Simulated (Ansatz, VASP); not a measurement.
# Hf2B3 in VASP and in Ansatz

```xyz
5
Lattice="4.0026 0.0000 0.0000 0.0000 4.0026 0.0000 0.0000 0.0000 4.0026" Properties=species:S:1:pos:R:3 pbc="T T T"
Hf    0.0000    0.0000    0.0000
Hf    2.0013    2.0013    2.0013
B     2.0013    0.0000    0.0000
B     0.0000    2.0013    0.0000
B     0.0000    0.0000    2.0013
```

Alike in both runs: task single point; functional PBE; k mesh 4 × 4 × 4; occupations gaussian, width 0.1 eV; no spin polarisation.

|  | VASP | Ansatz |
| --- | --- | --- |
| version | VASP 6.6.1 | Ansatz 0.2.0 |
| potentials or method | VASP PAW PBE potentials, release 64 (Hf_pv, B) | scalar-relativistic, plane waves, PAW |
| plane-wave cutoff (eV) | 520 | 420 |
| valence electrons in the cell | 29 | 61 |

VASP gave:

* gap on the k mesh at the Fermi level (eV): none
* pressure (GPa): 20.0

What did Ansatz give for the same quantities?

gap on the k mesh at the Fermi level (eV): none; pressure (GPa): 18.4.

A gap of «none» marks a metal or a gap that the smearing closes. The two sets of potentials don't hold the same shells in valence.

Caveats: the k mesh is coarse (spacing up to 0.39 Å⁻¹), so the values aren't converged; so large a pressure means that the cell lies far from this level's equilibrium, or that cutoff or potentials fall short (VASP). The runs have no spin-orbit coupling, so splittings on Hf are missing.
